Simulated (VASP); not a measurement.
# BaTe (Fm-3m) in VASP: single point with PBE

Aim: the single point of BaTe with PBE.

Program: VASP 6.6.1. These are calculated values, not measurements. Logs are shortened: lines on timing, memory, paths and dates and some standing lists are left out, and cuts for length are marked.

## (1) The structure

It takes space group Fm-3m (No. 225, cubic). Conventional cell: a = 6.820 Å, b = 6.820 Å, c = 6.820 Å, α = 90.00°, β = 90.00°, γ = 90.00°. Ba (site symmetry m-3m) is surrounded by 6 Te at 3.41 Å. Around Te (site symmetry m-3m) lie 6 Ba at 3.41 Å.

## (2) Single point, PBE

Contents of INCAR:

```
SYSTEM = BaTe
PREC = Accurate
ENCUT = 520
EDIFF = 1E-6
ISMEAR = 0
SIGMA = 0.02
LREAL = .FALSE.
LASPH = .TRUE.
NELM = 80
ALGO = Normal
ISIF = 2
LWAVE = .FALSE.
LCHARG = .FALSE.
GGA = PE
NBANDS = 15
```

Contents of KPOINTS:

```
Automatic mesh
0
G
  3 3 3
  0 0 0
```

Contents of POSCAR:

```
BaTe
1.0
    0.0000000000      3.4100000000      3.4100000000
    3.4100000000      0.0000000000      3.4100000000
    3.4100000000      3.4100000000      0.0000000000
Ba Te
1 1
Direct
    0.0000000000      0.0000000000      0.0000000000
    0.5000000000      0.5000000000      0.5000000000
```

Potentials or basis: VASP PAW PBE potentials, release 64 (Ba_sv, Te).

On the command line:

```bash
$ cat potpaw_PBE.64/Ba_sv/POTCAR potpaw_PBE.64/Te/POTCAR > POTCAR
$ mpirun -np 1 vasp_std > vasp.out
```

OUTCAR:

```text
SYSTEM = BaTe
   PREC = Accurate
   ENCUT = 520
   EDIFF = 1E-6
   ISMEAR = 0
   LREAL = .FALSE.
   LASPH = .TRUE.
   NELM = 80
   ISIF = 2
   GGA = PE

 ion  position               nearest neighbor table
   1  0.000  0.000  0.000-   2 3.41   2 3.41   2 3.41   2 3.41   2 3.41   2 3.41
   2  0.500  0.500  0.500-   1 3.41   1 3.41   1 3.41   1 3.41   1 3.41   1 3.41

  LATTYP: Found a face centered cubic cell.
 ALAT       =     6.8200000000

  Lattice vectors:

 A1 = (   0.0000000000,   3.4100000000,   3.4100000000)
 A2 = (   3.4100000000,   0.0000000000,   3.4100000000)
 A3 = (   3.4100000000,   3.4100000000,   0.0000000000)

Analysis of symmetry for initial positions (statically):
=====================================================================
 Subroutine PRICEL returns:
 Original cell was already a primitive cell.

 Routine SETGRP: Setting up the symmetry group for a
 face centered cubic supercell.

 Subroutine GETGRP returns: Found 48 space group operations
 (whereof 48 operations were pure point group operations)
 out of a pool of 48 trial point group operations.

The static configuration has the point symmetry O_h .

Analysis of symmetry for dynamics (positions and initial velocities):
=====================================================================
 Subroutine PRICEL returns:
 Original cell was already a primitive cell.

 Routine SETGRP: Setting up the symmetry group for a
 face centered cubic supercell.

 Subroutine GETGRP returns: Found 48 space group operations
 (whereof 48 operations were pure point group operations)
 out of a pool of 48 trial point group operations.

The dynamic configuration has the point symmetry O_h .

 Subroutine INISYM returns: Found 48 space group operations
 (whereof 48 operations are pure point group operations),
 and found     1 'primitive' translations

----------------------------------------------------------------------------------------

                                     Primitive cell

  volume of cell :      79.3036

  direct lattice vectors                    reciprocal lattice vectors
     0.000000000  3.410000000  3.410000000    -0.146627566  0.146627566  0.146627566
     3.410000000  0.000000000  3.410000000     0.146627566 -0.146627566  0.146627566
     3.410000000  3.410000000  0.000000000     0.146627566  0.146627566 -0.146627566

  length of vectors
     4.822468248  4.822468248  4.822468248     0.253966394  0.253966394  0.253966394

  position of ions in fractional coordinates (direct lattice)
     0.000000000  0.000000000  0.000000000
     0.500000000  0.500000000  0.500000000

  ion indices of the primitive-cell ions
   primitive index   ion index
                 1           1
                 2           2

----------------------------------------------------------------------------------------

 KPOINTS: Automatic mesh

Automatic generation of k-mesh.
 Grid dimensions read from file:
 generate k-points for:    3    3    3

 Generating k-lattice:

  Cartesian coordinates                     Fractional coordinates (reciprocal lattice)
    -0.048875855  0.048875855  0.048875855     0.333333333  0.000000000  0.000000000
     0.048875855 -0.048875855  0.048875855     0.000000000  0.333333333  0.000000000
     0.048875855  0.048875855 -0.048875855     0.000000000  0.000000000  0.333333333

  Length of vectors
     0.084655465  0.084655465  0.084655465

  Shift w.r.t. Gamma in fractional coordinates (k-lattice)
     0.000000000  0.000000000  0.000000000

 Subroutine IBZKPT returns following result:
 ===========================================

 Found      4 irreducible k-points:

 Following reciprocal coordinates:
            Coordinates               Weight
  0.000000  0.000000  0.000000      1.000000
  0.333333  0.000000  0.000000      8.000000
  0.333333  0.333333  0.000000      6.000000
 -0.333333  0.333333  0.000000     12.000000
   k-points           NKPTS =      4   k-points in BZ     NKDIM =      4   number of bands    NBANDS=     15
   number of dos      NEDOS =    301   number of ions     NIONS =      2
   total plane-waves  NPLWV =  46656
   dimension x,y,z NGX =    36 NGY =   36 NGZ =   36
   dimension x,y,z NGXF=    72 NGYF=   72 NGZF=   72
   ions per type =               1   1
   NGX,Y,Z   is equivalent  to a cutoff of  12.41, 12.41, 12.41 a.u.
   NGXF,Y,Z  is equivalent  to a cutoff of  24.82, 24.82, 24.82 a.u.
 SYSTEM =  BaTe
   PREC   = accura    normal or accurate (medium, high low for compatibility)
   ISTART =      0    job   : 0-new  1-cont  2-samecut
   ICHARG =      2    charge: 1-file 2-atom 10-const
   ISPIN  =      1    spin polarized calculation?
   LNONCOLLINEAR =      F non collinear calculations
   LSORBIT =      F    spin-orbit coupling
   LASPH  =      T    aspherical Exc in radial PAW
   ENCUT  =  520.0 eV  38.22 Ry    6.18 a.u.   8.97  8.97  8.97*2*pi/ulx,y,z
   NELM   =     80;   NELMIN=  2; NELMDL= -5     # of ELM steps
   EDIFF  = 0.1E-05   stopping-criterion for ELM
   LREAL  =      F    real-space projection
   EDIFFG = 0.1E-04   stopping-criterion for IOM
   NSW    =      0    number of steps for IOM
   IBRION =     -1    ionic relax: 0-MD 1-quasi-New 2-CG
   NFREE  =      0    steps in history (QN), initial steepest desc. (CG)
   ISIF   =      2    stress and relaxation
   ISYM   =      2    0-nonsym 1-usesym 2-fastsym
   POTIM  = 0.5000    time-step for ionic-motion
   TEBEG  =    0.0;   TEEND  =   0.0 temperature during run
   PSTRESS=    0.0 pullay stress
   NELECT =      16.0000    total number of electrons
   NUPDOWN=      -1.0000    fix difference up-down
   EMIN   =  10.00;   EMAX   =-10.00  energy-range for DOS
   EFERMI =   0.00;   METHOD = LEGACY
   ISMEAR =     0;   SIGMA  =   0.02  broadening in eV -4-tet -1-fermi 0-gaus
   EFERMI_NEDOS =   21; number of points for ismear=-14 and -15
   IALGO  =     38    algorithm
   IMIX   =      4    mixing-type and parameters
     AMIX     =   0.40;   BMIX     =  1.00
     AMIX_MAG =   1.60;   BMIX_MAG =  1.00
  volume/ion in A,a.u.               =      39.65       267.58
  Fermi-wavevector in a.u.,A,eV,Ry     =   0.960175  1.814468 12.543704  0.921936
  Thomas-Fermi vector in A             =   2.089436
   LORBIT       =      0    0 simple, 1 ext, 2 COOP (PROOUT), +10 PAW based schemes
   GGA     = PE    functional components
   LHFCALC =     F    Hartree Fock is set to
   AEXX    =    0.0000 exact exchange contribution
   IVDW    =     0    specifies the selected vdW correction
   LEPSILON=     F    determine dielectric tensor
   LRPA    =     F    only Hartree local field effects (RPA)
 non-spin polarized calculation
 Gauss-broadening in eV      SIGMA  =   0.02
  energy-cutoff  :      520.00
  volume of cell :       79.30
 maximum number of plane-waves:      2138
   NGX = 17   NGY = 17   NGZ = 17

 number of electron      16.0000000 magnetization

 Free energy of the ion-electron system (eV)
  ---------------------------------------------------
  ext. energy  EPLUGINS =         0.00000000
  ---------------------------------------------------
  free energy    TOTEN  =        -8.44865465 eV

  energy without entropy =       -8.44865465  energy(sigma->0) =       -8.44865465

 E-fermi :   3.0341     XC(G=0):  -8.5517

 val. band max:        2.8344009553   @ k =   0.0000   0.0000   0.0000
 cond. band min:       4.4059882486   @ k =   0.3333   0.3333   0.0000
 fundamental gap:      1.5715872933
 Fermi energy:         3.0341406843

 k-point     1 :       0.0000    0.0000    0.0000
  band No.  band energies     occupation
      1     -24.0540      2.00000
      2      -9.2248      2.00000
      3      -9.2248      2.00000
      4      -9.2248      2.00000
      5      -6.8823      2.00000
      6       2.8344      2.00000
      7       2.8344      2.00000
      8       2.8344      2.00000
      9       5.6599      0.00000
     10       5.6599      0.00000
     11       5.6599      0.00000
     12       6.0467      0.00000
     13       6.3630      0.00000
     14       6.3630      0.00000
     15       9.7934      0.00000

 k-point     2 :       0.3333    0.0000    0.0000
  band No.  band energies     occupation
      1     -24.0387      2.00000
      2      -9.6953      2.00000
      3      -9.2350      2.00000
      4      -9.2350      2.00000
      5      -6.1328      2.00000
      6       0.8129      2.00000
      7       1.7652      2.00000
      8       1.7652      2.00000
      9       6.2361      0.00000
     10       6.9733      0.00000
     11       6.9733      0.00000
     12       8.5211      0.00000
     13       9.0657      0.00000
     14       9.0657      0.00000
     15      11.3419      0.00000

 k-point     3 :       0.3333    0.3333    0.0000
  band No.  band energies     occupation
      1     -24.0337      2.00000
      2      -9.5236      2.00000
      3      -9.3105      2.00000
      4      -9.3105      2.00000
      5      -6.4875      2.00000
      6       1.1868      2.00000
      7       2.4505      2.00000
      8       2.4505      2.00000
      9       4.4060      0.00000
     10       7.0461      0.00000
     11       7.2999      0.00000
     12       8.2967      0.00000
     13       8.2967      0.00000
     14      10.1594      0.00000
     15      11.5512      0.00000

 k-point     4 :      -0.3333    0.3333    0.0000
  band No.  band energies     occupation
      1     -24.0286      2.00000
      2      -9.5921      2.00000
      3      -9.4298      2.00000
      4      -9.2791      2.00000
      5      -6.2461      2.00000
      6       1.0811      2.00000
      7       1.7716      2.00000
      8       1.7813      2.00000
      9       5.9957      0.00000
     10       7.5329      0.00000
     11       7.7247      0.00000
     12       7.9920      0.00000
     13       9.4831      0.00000
     14       9.8251      0.00000
     15      11.1575      0.00000

------------------------ aborting loop because EDIFF is reached ----------------------------------------

  FORCE on cell =-STRESS in cart. coord.  units (eV):
  Direction    XX          YY          ZZ          XY          YZ          ZX
  --------------------------------------------------------------------------------------
  -------------------------------------------------------------------------------------
  Total        2.2926713      2.2926713      2.2926713      0.0000000     -0.0000000      0.0000000
  in kB       46.3190067     46.3190067     46.3190067      0.0000000     -0.0000000      0.0000000
  external PRESSURE =      46.3190067 kB  Pullay stress =       0.0000000 kB

 VOLUME and BASIS-vectors are now :
 -----------------------------------------------------------------------------
  energy-cutoff  :      520.00
  volume of cell :       79.30
      direct lattice vectors                 reciprocal lattice vectors
     0.000000000  3.410000000  3.410000000    -0.146627566  0.146627566  0.146627566
     3.410000000  0.000000000  3.410000000     0.146627566 -0.146627566  0.146627566
     3.410000000  3.410000000  0.000000000     0.146627566  0.146627566 -0.146627566

 POSITION                                       TOTAL-FORCE (eV/Angst)
 -----------------------------------------------------------------------------------
      0.00000      0.00000      0.00000        -0.000000      0.000000     -0.000000
      3.41000      3.41000      3.41000         0.000000     -0.000000      0.000000
 -----------------------------------------------------------------------------------
    total drift:                                0.000000      0.000000      0.000000

  FREE ENERGIE OF THE ION-ELECTRON SYSTEM (eV)
  ---------------------------------------------------
  free  energy   TOTEN  =        -8.4486546525 eV

  energy  without entropy=       -8.4486546525  energy(sigma->0) =       -8.44865465
```

Wall time 4.3 s (1 thread of Intel Xeon 6975P-C (Granite Rapids), shared host); peak memory 0.19 GiB.

Results:

```yaml
Free_energy: -8.4487 eV
Pressure: 4.6 GPa
Band_gap_on_the_k_mesh: 1.57 eV, indirect (least direct gap 1.96 eV)
```

Caveat: the k mesh is coarse (spacing up to 0.53 Å⁻¹), so the values aren't converged; spin-orbit coupling is left out, which moves the levels of the heavy elements; an odd mesh through Γ misses points on the zone boundary, where band edges often lie.
